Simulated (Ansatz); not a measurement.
The cell is COD entry 9009016, as deposited and not checked against the literature; nothing was relaxed. The listed cell was then made from it by scaling, straining or moving an atom.

HfO$_{2}$: DFT, PBE, all-electron PAW with datasets made for the crystal, scalar-relativistic (Ansatz 0.2.0). What sets it apart from a plain run of this crystal: equal xx and yy strain of -3 %.

Command: `ansatz run input.yaml --threads 1 --pin off --max-ram 4096MiB --backend cpu --events-out ev --progress --plain --runs-dir out` The run took 11 s on 1 thread of Intel(R) Xeon(R) 6975P-C (Granite Rapids), with other jobs on the host, peak memory 0.68 GiB.

```yaml
crystal:
  lattice:
    - [0.0, 2.480775, 2.5575]
    - [2.480775, 0.0, 2.5575]
    - [2.480775, 2.480775, 0.0]
  atoms:
    - { symbol: Hf, position: [0.0, 0.0, 0.0] }
    - { symbol: O, position: [0.25, 0.25, 0.25] }
    - { symbol: O, position: [0.75, 0.75, 0.75] }
kpoints:
  mp_grid: { grid: [9, 9, 9] }
scf:
  occupations: { method: fermi_dirac, width: 0.01 }
hamiltonian:
  xc: pbe
  pseudopotentials: { kind: all_electron, datasets: crystal }
output:
  forces: true
  stress: true
  eigenvalues: true
  efg: { contact_densities: true }
```

Output (standing set-up lines are left out):

```
hamiltonian.pseudopotentials.datasets: crystal makes datasets for this crystal and solves the spheres of its atoms anew in each pass: cutoff 460.0 eV, the density's 1840.0 eV; for an error of 0.50 meV an atom under PBE, 1.5 meV for the cell; an energy difference from a run of another recipe may be off by several times the error for the cell, under r2SCAN by more, where some 0.1 meV an atom stays at smaller errors; O in spheres of 0.915 Å, 6 of its electrons in bands; Hf in spheres of 1.249 Å, 26 of its electrons in bands
Pseudopotential: Hf, paw, valence charge 26, recommended cutoff 460 eV (normal), Koelling and Harmon's equation, gaussian nucleus
Pseudopotential: O, paw, valence charge 6, recommended cutoff 460 eV (normal), Koelling and Harmon's equation, gaussian nucleus
Crystal: 3 atoms, lattice volume = 31.479 Å³
Basis set: ecut = 460 eV, 717 PW (Γ), exchange–correlation on 50×50×50 points (8 copies of the dense FFT grid, shifted against one another)
Symmetry: 16 space group operations
Space group: I4/mmm (ITA 139), of the structure as read, at distance tolerance 3.2e-5 Å
k-points: 75 of 729
PAW one-centre angular grid: Hf, 590 points (default); XC on its mesh's 1791 points in the sphere
PAW one-centre angular grid: O, 110 points (default); XC on its mesh's 1915 points in the sphere
iter 1 solved again at ethr=3.90e-2 eV; its pass at ethr=1.00e-1 eV (dr2=1.48e1 eV) is discarded
SCF iter   1: F=—  HF=-414356.149093 eV  |F-HF|=—  |Δ(HF+E_count)|=         —  Δρ=2.18e-1  dr2=1.47e1  ethr=3.90e-2  ⟨swp⟩=2.0  Hψ=8217  notcnv=0
preconditioner: auto → none  [insulator: Δε(μ)=6.930 eV  Ē_g=18.794 eV  σ=0.010 eV  W_gap=1.00  n_scr=14 (ndim 8)  ℏωp=39.7 eV  f_vac=0.000  D(μ)=0.00/eV (n_scr^D=0)  ε∞_Penn≈5.5]
SCF iter   2: F=—  HF=-414353.245202 eV  |F-HF|=—  |Δ(HF+E_count)|=    2.90e0  Δρ=1.50e-1  dr2=4.52e0  ethr=3.87e-2  ⟨swp⟩=4.1  Hψ=4621  notcnv=0
iter 3 solved again at ethr=4.89e-4 eV; its pass at ethr=1.19e-2 eV (dr2=1.86e-1 eV) is discarded
SCF iter   3: F=—  HF=-414352.093188 eV  |F-HF|=—  |Δ(HF+E_count)|=    1.15e0  Δρ=2.61e-2  dr2=1.86e-1  ethr=4.89e-4  ⟨swp⟩=2.2  Hψ=7878  notcnv=0
SCF iter   4: F=—  HF=-414352.098639 eV  |F-HF|=—  |Δ(HF+E_count)|=   5.45e-3  Δρ=1.01e-2  dr2=3.08e-2  ethr=4.89e-4  ⟨swp⟩=3.6  Hψ=4462  notcnv=0  defer=2
SCF iter   5: F=—  HF=-414352.084272 eV  |F-HF|=—  |Δ(HF+E_count)|=   1.44e-2  Δρ=3.38e-3  dr2=4.87e-3  ethr=8.11e-5  ⟨swp⟩=3.1  Hψ=5343  notcnv=0  defer=3
SCF iter   6: F=—  HF=-414352.084283 eV  |F-HF|=—  |Δ(HF+E_count)|=   1.12e-5  Δρ=1.96e-3  dr2=1.66e-3  ethr=1.28e-5  ⟨swp⟩=3.8  Hψ=4634  notcnv=0
SCF iter   7: F=—  HF=-414352.083784 eV  |F-HF|=—  |Δ(HF+E_count)|=   4.99e-4  Δρ=9.37e-5  dr2=3.19e-6  ethr=4.36e-6  ⟨swp⟩=3.3  Hψ=4747  notcnv=0  defer=2
SCF iter   8: F=—  HF=-414352.083878 eV  |F-HF|=—  |Δ(HF+E_count)|=   9.48e-5  Δρ=1.61e-4  dr2=1.15e-5  ethr=8.41e-9  ⟨swp⟩=4.4  Hψ=4392  notcnv=0
SCF iter   9: F=—  HF=-414352.083875 eV  |F-HF|=—  |Δ(HF+E_count)|=   3.26e-6  Δρ=4.20e-5  dr2=7.90e-7  ethr=8.41e-9  ⟨swp⟩=4.0  Hψ=3995  notcnv=0
SCF iter  10: F=-414352.083875 eV  HF=-414352.083875 eV  |F-HF|=2.33e-9  |Δ(HF+E_count)|=   2.46e-7  Δρ=3.00e-6  dr2=2.86e-9  ethr=2.08e-9  ⟨swp⟩=3.1  Hψ=3505  notcnv=0
SCF 1 converged in 10 iterations: F = -414352.083877 eV  dr2 = 2.86e-9
  Residual-converged pass: ⟨swp⟩=4.0  Hψ=4566  notcnv=0  max |occ|·‖R‖ = 6.4e-6 eV (tolerance 6.5e-6 eV)  dr2=2.71e-9  dr2_onsite=2.01e-9  max |Δocc| = 0.0e0
  greatest PAW one-centre occupation: 0.998 electrons in one spin orbital (limit 2), on the Hf atom at site 0 (counted from 0), in its partial waves of l = 3
SCF converged after 10 iterations
Free energy (F): -414352.083877 eV
Harris-Foulkes:  -414352.083877 eV  (|F-HF|=2.33e-9)
Internal energy: -414352.083877 eV  (E = F + TS)
E sigma→0 (E₀):  -414352.083877 eV
Past the cutoff: the bands carry plane waves up to 1.75 times it, of which those up to 1.5 times it add -0.000174 eV an atom, each by itself; the spheres take 0.000120 eV an atom off the energy for waves past 1.75 times it
By the cutoff:   a pressure is off by up to 0.006 GPa (1.2 times the spheres' own share and the shells' term, over an atom's volume, and 0.004 GPa: a bound that held against runs at twice the plane waves)
Past the cutoffs: a stress includes 0.0017 GPa for waves and charges beyond them, in addition to the slope of what the spheres take
In the spheres:  the bands' charges fall short by 1.9e-6 e at most (sound up to 1e-3)
Fermi energy:    18.945362 eV
--- Per-component energies (eV) ---
  The terms above E_closure are by the made datasets' own strengths, without shells solved beside the bands.
--- Forces (eV/Å), atoms counted from 1 ---
  atom   1  Hf     0.00000000    -0.00000000     0.00000000
  atom   2  O      0.00000000    -0.00000000    -0.00000000
  atom   3  O     -0.00000000    -0.00000000     0.00000000
  max |Σ_I F_I| component: 1.73e-18 eV/Å
--- Stress (GPa, compression-positive) ---
       18.821289       0.000000      -0.000000
        0.000000      18.821289      -0.000000
       -0.000000      -0.000000       4.141185
  P = ⅓ Tr σ = 13.9279 GPa (139.279 kbar)
--- PAW observables at the nuclei: V_zz in 10²¹ V/m², potentials from the cell's mean, atoms counted from 1 ---
  atom   1  Hf V_zz =    -3.862151   η = 0.0000   by run symmetry: allowed
            electrostatic potential = -14181.500052 V   contact ρ = 7525161.272802 e/Å³
  atom   2  O  V_zz =    +1.057697   η = 0.0000   by run symmetry: allowed
            electrostatic potential = -632.679153 V   contact ρ = 2156.701916 e/Å³
  atom   3  O  V_zz =    +1.057697   η = 0.0000   by run symmetry: allowed
            electrostatic potential = -632.679153 V   contact ρ = 2156.701916 e/Å³
--- Band table (eV; the first three rows and the last of 75) ---
  k-point 0: bands = ["-43.8375", "-12.3988", "-12.3988", "-12.3799", "-1.9580", "1.0645", "6.2654", "6.2654", "6.2680", "6.3402", "6.3412", "6.3412", "6.5666", "11.4185", "11.4185", "11.4522", "16.1416", "16.5478", "16.5478", "20.7652"]
  k-point 1: bands = ["-43.8355", "-12.4596", "-12.4050", "-12.3925", "-1.7778", "0.9395", "6.2682", "6.2685", "6.2716", "6.3349", "6.3358", "6.3410", "6.5223", "11.5521", "11.5642", "11.8029", "15.8571", "16.2195", "16.2949", "21.0473"]
  k-point 2: bands = ["-43.8304", "-12.6187", "-12.4205", "-12.4128", "-1.3321", "0.6670", "6.2746", "6.2753", "6.2821", "6.3228", "6.3248", "6.3413", "6.4388", "11.8763", "11.8977", "12.6964", "15.1771", "15.6356", "15.7854", "21.5626"]
  k-point 74: bands = ["-43.8161", "-12.9119", "-12.5670", "-12.5280", "-0.0033", "0.2566", "6.2881", "6.2907", "6.2927", "6.3042", "6.3081", "6.3101", "6.3577", "10.4363", "13.3434", "13.5273", "15.3311", "15.5253", "16.7892", "21.0885"]
```
